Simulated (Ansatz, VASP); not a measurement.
# Cr2CdS4 in two plane-wave programs

Wanted: the spread between two codes on one cell, functional and k mesh. The cell is taken from a series of VASP runs on this material, whose earlier steps may have relaxed, scaled or displaced it; both programs get it as it stands. Other levels of theory on this material are compared in a session of their own. Valence electrons are named where the data sets of a main pair hold unlike numbers.

Calculated with Ansatz 0.2.0; plane waves, with VASP 6.6.1 beside it; single point at PBEsol, DFT+U.

## Step 1: Set-up

The structure is cubic, space group Fd-3m (No. 227). The conventional cell has a = 10.217 Å, b = 10.217 Å, c = 10.217 Å, α = 90.00°, β = 90.00°, γ = 90.00°. Cd has 4 S at 2.47 Å nearest. Nearest to Cr lie 6 S at 2.42 Å. S has 3 Cr at 2.42 Å and 1 Cd at 2.47 Å nearest. Farther neighbours and most contacts between anions are not listed.

Structure file:

```cif
data_structure
_symmetry_space_group_name_H-M 'P 1'
_symmetry_Int_Tables_number 1
_cell_length_a 7.2248
_cell_length_b 7.2248
_cell_length_c 7.2248
_cell_angle_alpha 60.000
_cell_angle_beta 60.000
_cell_angle_gamma 60.000
_cell_volume 266.66
loop_
_atom_site_label
_atom_site_type_symbol
_atom_site_fract_x
_atom_site_fract_y
_atom_site_fract_z
_atom_site_occupancy
Cd1 Cd 0.75000 0.75000 0.75000 1
Cd2 Cd 0.50000 0.50000 0.50000 1
Cr3 Cr 0.12500 0.62500 0.12500 1
Cr4 Cr 0.12500 0.12500 0.62500 1
Cr5 Cr 0.62500 0.12500 0.12500 1
Cr6 Cr 0.12500 0.12500 0.12500 1
S7 S 0.36070 0.36070 0.91790 1
S8 S 0.88930 0.33210 0.88930 1
S9 S 0.36070 0.36070 0.36070 1
S10 S 0.33210 0.88930 0.88930 1
S11 S 0.36070 0.91790 0.36070 1
S12 S 0.88930 0.88930 0.33210 1
S13 S 0.91790 0.36070 0.36070 1
S14 S 0.88930 0.88930 0.88930 1
```

## Step 2: Ansatz: single point, PBEsol, DFT+U

Ansatz runs on its default PAW (the set named soft_2) files.

A single point gives forces, pressure and levels at one fixed geometry, so differences don't come from the geometry; what else differs is listed under the comparison.

input.yaml

```yaml
crystal:
  lattice:
    - [0.0, 5.1087, 5.1087]
    - [5.1087, 0.0, 5.1087]
    - [5.1087, 5.1087, 0.0]
  atoms:
    - { symbol: Cd, position: [0.75, 0.75, 0.75] }
    - { symbol: Cd, position: [0.5, 0.5, 0.5] }
    - { symbol: Cr, position: [0.125, 0.625, 0.125], spin: 3.0 }
    - { symbol: Cr, position: [0.125, 0.125, 0.625], spin: 3.0 }
    - { symbol: Cr, position: [0.625, 0.125, 0.125], spin: 3.0 }
    - { symbol: Cr, position: [0.125, 0.125, 0.125], spin: 3.0 }
    - { symbol: S, position: [0.3607, 0.3607, 0.9179] }
    - { symbol: S, position: [0.8893, 0.3321, 0.8893] }
    - { symbol: S, position: [0.3607, 0.3607, 0.3607] }
    - { symbol: S, position: [0.3321, 0.8893, 0.8893] }
    - { symbol: S, position: [0.3607, 0.9179, 0.3607] }
    - { symbol: S, position: [0.8893, 0.8893, 0.3321] }
    - { symbol: S, position: [0.9179, 0.3607, 0.3607] }
    - { symbol: S, position: [0.8893, 0.8893, 0.8893] }
hamiltonian:
  xc: pbesol
  pseudopotentials: { kind: paw }
  hubbard: { sites: [{ species: Cr, l: d, u_eff: 6.0 }] }
magnetization:
  spin_polarized: true
kpoints:
  mp_grid: { grid: [4, 4, 4] }
scf:
  occupations: { method: gaussian, width: 0.03 }
  n_extra_bands: 15
output:
  forces: true
  stress: true
  eigenvalues: true
```

The run is started by

```sh
ansatz run input.yaml --threads 4 --pin off --max-ram 9216MiB --backend cpu --events-out ev --progress --plain --runs-dir out
```

Numbers of over 12 decimals in the logs are rounded to 6 here.

What it wrote:

```text
Warning: the band count 87 (scf.n_extra_bands) hosts the net moment |M| = 12.0000 μB (N_el = 144) but caps the reachable moment at 2·n_bands − N_el = 30.0000 μB, below the 94 bands that the automatic rule leaves for it — a moment growing past the seed, or the majority channel's smearing tail, pins there with fewer empty majority states than that count leaves; raise or omit scf.n_extra_bands unless the cap is intended
Cd: projections on atomic orbitals take those of the free atom [Ar 3d10] 4s2 4p6 4d10 5s2, of charge +0.00 (hamiltonian.pseudopotentials.projection_atoms); the dataset's partial waves leave at most 1.3e-5 of an orbital's norm unspanned inside its sphere
Cr: projections on atomic orbitals take those of the free atom [Ne] 3s2 3p6 3d5 4s1, of charge +0.00 (hamiltonian.pseudopotentials.projection_atoms); the dataset's partial waves leave at most 7.0e-7 of an orbital's norm unspanned inside its sphere
S: projections on atomic orbitals take those of the free atom [Ne] 3s2 3p4, of charge +0.00 (hamiltonian.pseudopotentials.projection_atoms); the dataset's partial waves leave at most 1.6e-7 of an orbital's norm unspanned inside its sphere
scf.n_extra_bands = 15 over 72 filled bands (N_el = 144.0): the run solves 87 bands
Engine: ansatz 0.2.0, aarch64-unknown-linux-gnu
Pseudopotentials: kind: paw
Pseudopotential: Cd, paw, valence charge 20, recommended cutoff 420 eV (normal), Cd.paw.azcp
Pseudopotential: Cr, paw, valence charge 14, recommended cutoff 420 eV (normal), Cr.paw.azcp
Pseudopotential: S, paw, valence charge 6, recommended cutoff 420 eV (normal), S.paw.azcp
Functional definition: PBEsol
  exchange = pbesol_x
  correlation = pbesol_c
Crystal: 14 atoms, lattice volume = 266.662 Å³
Basis set: ecut = 420 eV, 5161 PW (Γ), exchange–correlation on 100×100×100 points (8 copies of the dense FFT grid, shifted against one another)
Bands: 87, of which v1, the nominal top of the filled ones, is band 72 counted from 1 (71 counted from 0)
Symmetry: 48 space group operations
Space group: Fd-3m (ITA 227), of the structure as read, at distance tolerance 6.4e-5 Å
Magnetic group: BNS 227.128 (UNI 1630), of the structure as read, at distance tolerance 6.4e-5 Å
k-points: 8 of 64
Non-local potential: Cd, projectors of the file, l = 0: 3, l = 1: 2, l = 2: 2, l = 3: 1
Non-local potential: Cr, projectors of the file, l = 0: 3, l = 1: 2, l = 2: 3, l = 3: 1
Non-local potential: S, projectors of the file, l = 0: 2, l = 1: 2, l = 2: 2
PAW form: soft (Blöchl's): semilocal exchange-correlation on the pseudo side does not see the compensation charge
PAW frozen core: Cd, regenerated for the run's functional, and the local potential with it (the file was generated under x = pbe(κ = 0.804, μ = 0.219515), c = pbe(β = 0.066725))
PAW frozen core: Cr, regenerated for the run's functional, and the local potential with it (the file was generated under x = pbe(κ = 0.804, μ = 0.219515), c = pbe(β = 0.066725))
PAW frozen core: S, regenerated for the run's functional, and the local potential with it (the file was generated under x = pbe(κ = 0.804, μ = 0.219515), c = pbe(β = 0.066725))
PAW one-centre angular grid: Cd, 590 points (default); XC on 64 Gauss nodes
PAW one-centre angular grid: Cr, 590 points (default); XC on 64 Gauss nodes
PAW one-centre angular grid: S, 110 points (default); XC on 64 Gauss nodes
Initial density: superposition of atomic densities (chi_scale 0.1, normalization cell, long waves kept (reshape's long-wave potential 0.03 eV rms))
Starting moments: Σ|m| = 12 μB on 4 of 14 sites
Initial wavefunctions: pseudopotential atomic-orbital guess
Functional: x = pbesol(κ = 0.804, μ = 0.123457), c = pbesol(β = 0.046)
SCF iter   1: F=—  HF=-36836.742447 eV  |F-HF|=—  |Δ(HF+E_count)|=         —  Δρ=3.30e-2 (↑3.16e-2 ↓3.30e-2)  dr2=6.11e0  dr2_m=9.78e-1  M=12.000 μB ∫|m|=15.861 μB  β_m=1.00  ethr=3.10e-3  ⟨swp⟩=6.1  Hψ=5135  notcnv=0
preconditioner: auto → Resta (q_TF=auto, 2.462 Å⁻¹)  ε∞=6.8  [insulator: Δε(μ)=0.616 eV  Ē_g=9.236 eV  σ=0.030 eV  W_gap=1.00  n_scr=64 (ndim 8)  ℏωp=22.3 eV  f_vac=0.001  D(μ)=0.00/eV (n_scr^D=0)  ε∞_Penn≈6.8]
spin=Collinear: Resta preconditioning applied to the charge; magnetization (m = ρ↑ − ρ↓) channel mixes plain (no charge-response kernel on spin).
SCF iter   2: F=—  HF=-36838.963725 eV  |F-HF|=—  |Δ(HF+E_count)|=    2.22e0  Δρ=1.70e-2 (↑1.28e-2 ↓1.70e-2)  dr2=1.57e0  dr2_m=1.26e-1  M=12.000 μB ∫|m|=17.183 μB  β_m=1.00  ethr=3.10e-3  ⟨swp⟩=2.0  Hψ=2527  notcnv=0  defer=64
SCF iter   3: F=—  HF=-36839.526939 eV  |F-HF|=—  |Δ(HF+E_count)|=   5.63e-1  Δρ=7.43e-3 (↑7.43e-3 ↓7.40e-3)  dr2=4.58e-1  dr2_m=1.37e-2  M=12.000 μB ∫|m|=17.521 μB  β_m=1.00  ethr=1.09e-3  ⟨swp⟩=3.2  Hψ=2185  notcnv=0  defer=64
SCF iter   4: F=—  HF=-36839.931656 eV  |F-HF|=—  |Δ(HF+E_count)|=   4.05e-1  Δρ=2.05e-3 (↑2.05e-3 ↓1.97e-3)  dr2=3.77e-2  dr2_m=1.84e-4  M=12.000 μB ∫|m|=17.538 μB  β_m=1.00  ethr=3.18e-4  ⟨swp⟩=2.4  Hψ=2249  notcnv=0  defer=65
SCF iter   5: F=—  HF=-36840.234029 eV  |F-HF|=—  |Δ(HF+E_count)|=   3.02e-1  Δρ=9.47e-4 (↑9.47e-4 ↓8.27e-4)  dr2=8.93e-3  dr2_m=3.28e-4  M=12.000 μB ∫|m|=17.471 μB  β_m=0.30  ethr=2.62e-5  ⟨swp⟩=2.6  Hψ=2686  notcnv=0  defer=65
Mixer restart at iter 5: flushing history
spin-set hold released at iteration 5 (site moments contracting): the magnetisation degrees of freedom join the quasi-Newton model from the next iteration; the mixer history was flushed
SCF iter   6: F=—  HF=-36840.398480 eV  |F-HF|=—  |Δ(HF+E_count)|=   1.64e-1  Δρ=1.45e-3 (↑1.45e-3 ↓6.44e-4)  dr2=1.17e-2  dr2_m=1.29e-3  M=12.000 μB ∫|m|=17.387 μB  β_m=0.65  ethr=6.20e-6  ⟨swp⟩=2.6  Hψ=1985  notcnv=0  defer=65
SCF iter   7: F=—  HF=-36840.595802 eV  |F-HF|=—  |Δ(HF+E_count)|=   1.97e-1  Δρ=9.91e-4 (↑9.91e-4 ↓9.45e-4)  dr2=3.57e-3  dr2_m=7.63e-4  M=12.000 μB ∫|m|=17.141 μB  β_m=0.66  ethr=6.20e-6  ⟨swp⟩=3.8  Hψ=3054  notcnv=0  defer=61
SCF iter   8: F=—  HF=-36840.599425 eV  |F-HF|=—  |Δ(HF+E_count)|=   3.62e-3  Δρ=1.65e-3 (↑1.65e-3 ↓3.49e-4)  dr2=6.70e-3  dr2_m=2.31e-3  M=12.000 μB ∫|m|=17.020 μB  β_m=0.77  ethr=2.48e-6  ⟨swp⟩=2.4  Hψ=2875  notcnv=0  defer=57
SCF iter   9: F=—  HF=-36840.602262 eV  |F-HF|=—  |Δ(HF+E_count)|=   2.84e-3  Δρ=2.97e-4 (↑9.99e-5 ↓2.97e-4)  dr2=1.77e-4  dr2_m=9.07e-5  M=12.000 μB ∫|m|=16.927 μB  β_m=0.89  ethr=2.48e-6  ⟨swp⟩=2.4  Hψ=2715  notcnv=0  defer=57
SCF iter  10: F=—  HF=-36840.602598 eV  |F-HF|=—  |Δ(HF+E_count)|=   3.36e-4  Δρ=9.46e-5 (↑9.46e-5 ↓4.20e-5)  dr2=7.75e-6  dr2_m=1.06e-5  M=12.000 μB ∫|m|=16.877 μB  β_m=0.94  ethr=1.23e-7  ⟨swp⟩=2.0  Hψ=2124  notcnv=0  defer=57
SCF iter  11: F=—  HF=-36840.602617 eV  |F-HF|=—  |Δ(HF+E_count)|=   1.86e-5  Δρ=4.94e-5 (↑4.94e-5 ↓1.06e-5)  dr2=9.58e-6  dr2_m=9.90e-7  M=12.000 μB ∫|m|=16.866 μB  β_m=0.97  ethr=5.38e-9  ⟨swp⟩=2.1  Hψ=2453  notcnv=0  defer=57
iter 12 met the thresholds in force, and the SCF goes on: an eigenvalue changes by 0.73 meV, over its tolerance of 0.50 meV (output.eigenvalues, Limitations)
SCF iter  12: F=-36840.602616 eV  HF=-36840.602616 eV  |F-HF|=3.40e-9  |Δ(HF+E_count)|=   9.95e-7  Δρ=2.26e-6 (↑2.26e-6 ↓2.21e-6)  dr2=6.26e-8  dr2_m=5.31e-10  M=12.000 μB ∫|m|=16.866 μB  β_m=0.99  ethr=6.94e-11  ⟨swp⟩=9.0  Hψ=6688  notcnv=0
SCF iter  13: F=-36840.602616 eV  HF=-36840.602616 eV  |F-HF|=1.85e-9  |Δ(HF+E_count)|=   2.92e-8  Δρ=1.36e-6 (↑1.36e-6 ↓1.33e-6)  dr2=1.49e-8  dr2_m=8.94e-11  M=12.000 μB ∫|m|=16.866 μB  ethr=4.35e-11  ⟨swp⟩=1.5  Hψ=4055  notcnv=0
SCF 1 converged in 13 iterations: F = -36840.602616 eV  dr2 = 1.49e-8
  greatest PAW one-centre occupation: 1.000 electrons in one spin orbital (limit 2), on the Cd atom at site 1 (counted from 0), in its partial waves of l = 0
SCF converged after 13 iterations
an eigenvalue changed by more than its tolerance at an iteration that met the thresholds in force, so the SCF went on 1 time: the last check found none over its tolerance
Magnetization: 12.0000 μB (78.0000 up, 66.0000 down)
Absolute magnetization: 16.8637 μB (∫|ρ↑−ρ↓|, with the PAW one-centre terms)
Spin contamination: 1.2730 ħ² per cell (⟨S²⟩ above its minimum at these occupations)
Per-site moments (μB) at R_I (Å): [(-0.014176, 1.016895), (-0.014176, 1.016895), (3.149426, 0.997049), (3.149426, 0.997049), (3.149426, 0.997049), (3.149426, 0.997049), (-0.231601, 0.997049), (-0.231601, 0.997049), (-0.231601, 0.997049), (-0.231601, 0.997049), (-0.231601, 0.997049), (-0.231601, 0.997049), (-0.231601, 0.997049), (-0.231601, 0.997049)]
Free energy (F): -36840.602616 eV
Harris-Foulkes:  -36840.602616 eV  (|F-HF|=1.85e-9)
Internal energy: -36840.602616 eV  (E = F + TS)
E sigma→0 (E₀):  -36840.602616 eV
Fermi energy:    8.824901 eV
--- Per-component energies (eV) ---
  E_band       = -2056.208718
  E_kinetic    = 3233.806848
  E_local      = -16191.663636  (includes V_loc(G=0)·N_el)
  E_nonlocal   = 635.289185
  E_hartree    = 7114.771464
  E_xc         = -1672.601186
  E_vxc        = -1848.862439  (∫ρ·V_xc dr)
  E_hubbard    = 11.539318  (on-site DFT+U / exact-exchange correction)
  E_vhub       = -32.571980  (the Hubbard potential's part of the band-sum identity)
  E_paw        = -17378.060236  (= ΣΔE_a)
  E_vpaw       = -2081.741700  (= ΣTr[D̂ρ^β])
  E_aug_tail   = 0.001559  (compensation charges beyond the density's cutoff)
  E_ewald      = -12595.505444
  E_core_change = 1.819512  (= ΣΔE_core)
  E_smearing   = -0.000000  (= −TS)
  E_closure    = -0.000000  (closes the sum)
  Σ components = -36840.602616   (vs F -36840.602616, Δ=0.00e0)
--- Forces (eV/Å), atoms counted from 1 ---
  atom   1  Cd     0.00000000    -0.00000000     0.00000000
  atom   2  Cd     0.00000000    -0.00000000    -0.00000000
  atom   3  Cr     0.00000000     0.00000000     0.00000000
  atom   4  Cr     0.00000000    -0.00000000     0.00000000
  atom   5  Cr     0.00000000     0.00000000     0.00000000
  atom   6  Cr     0.00000000    -0.00000000     0.00000000
  atom   7  S     -0.05208829    -0.05208829     0.05208829
  atom   8  S      0.05208829    -0.05208829     0.05208829
  atom   9  S      0.05208829     0.05208829     0.05208829
  atom  10  S     -0.05208829     0.05208829     0.05208829
  atom  11  S     -0.05208829     0.05208829    -0.05208829
  atom  12  S      0.05208829     0.05208829    -0.05208829
  atom  13  S      0.05208829    -0.05208829    -0.05208829
  atom  14  S     -0.05208829    -0.05208829    -0.05208829
  max |Σ_I F_I| component: 9.02e-17 eV/Å
--- Stress (GPa, compression-positive) ---
        3.002337      -0.000000      -0.000000
        0.000000       3.002337       0.000000
       -0.000000      -0.000000       3.002337
  P = ⅓ Tr σ = 3.0023 GPa (30.023 kbar)
--- Band table (eV; the first three rows and the last of 16) ---
  k-point 0 ↑: bands = [... 68 lower, 6.2286, 6.3917, 6.3917, 6.3917, 6.9534, 6.9534, 6.9534, 8.5126, ... 11 higher]
  k-point 1 ↑: bands = [... 68 lower, 6.3370, 6.3970, 6.4725, 6.4725, 7.0391, 7.0391, 7.0927, 7.6621, ... 11 higher]
  k-point 2 ↑: bands = [... 68 lower, 5.9933, 6.4475, 6.6154, 6.6154, 6.7984, 7.2385, 7.5938, 7.5938, ... 11 higher]
  k-point 7 ↓: bands = [... 68 lower, 12.2355, 12.2355, 12.8092, 12.8092, 12.8470, 12.8470, 12.9194, 12.9194, ... 11 higher]
Occupation matrices written to <dir>
```

Run time: 16 s. Hardware: 4 threads of Arm Neoverse V1, shared host; peak memory 1.2 GiB; 58 s of CPU time.

The run ends at a pressure of 3.00 GPa, with forces up to 0.090 eV/Å.

(Continued in part 2 of 2.)

[Lines on the potential files, build, host, timing and source positions are cut from VASP's logs without a mark.]

[Logs are printed without paths, hosts, clocks, repeated set-up lines and the standing remarks that a program may print on its own settings, such as how far it seeks lower states.]

[Hosts, paths, dates, database ids (printed as entryN), source tags and the programs' standing remarks are cut or masked in the printed files.]
